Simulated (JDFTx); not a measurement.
Crystal: Nb.

```
CELL_PARAMETERS angstrom
0.00000 2.11500 2.11500
2.11500 0.00000 2.11500
2.11500 2.11500 0.00000
ATOMIC_POSITIONS crystal
Nb 0.00000 0.00000 0.00000
```

This isn't the form of Nb at room conditions, which is bcc.

| Property | Result |
| --- | --- |
| Program | JDFTx 1.7.0 (patched build) |
| Task | single point |
| Functional | PBE |
| Potentials or basis | PseudoDojo-SR-PBE-0.5-standard with smoothed tails |
| Cutoff | 1116 eV |
| Density cutoff | 4463 eV |
| k mesh | 11 × 11 × 11 |
| Occupations | fermi-dirac, width 0.05 eV |
| Spin | no spin polarisation |

On this cell: pressure -1.7 GPa; band gap on the k mesh none (metal or under the smearing width).

The same run follows on a disturbed copy (cell strained at random at fixed volume):

```
CELL_PARAMETERS angstrom
-0.04103 2.19338 2.10885
2.04640 0.04981 2.01800
2.12625 2.18239 -0.03004
ATOMIC_POSITIONS crystal
Nb 0.03008 0.99603 0.99978
```

Question: What does the disturbed cell give?

Answer: The energy (extrapolated to zero smearing) moves by -19.2 meV/atom; pressure -2.1 GPa; band gap on the k mesh none (metal or under the smearing width).

Stress tensor (GPa, compression positive):
```
-2.75  0.44 -1.83
 0.44  2.55  0.99
-1.83  0.99 -6.15
```

The energy falls, though the first cell shows no forces: that form is unstable against this distortion, unless noise or another electronic state is at work.
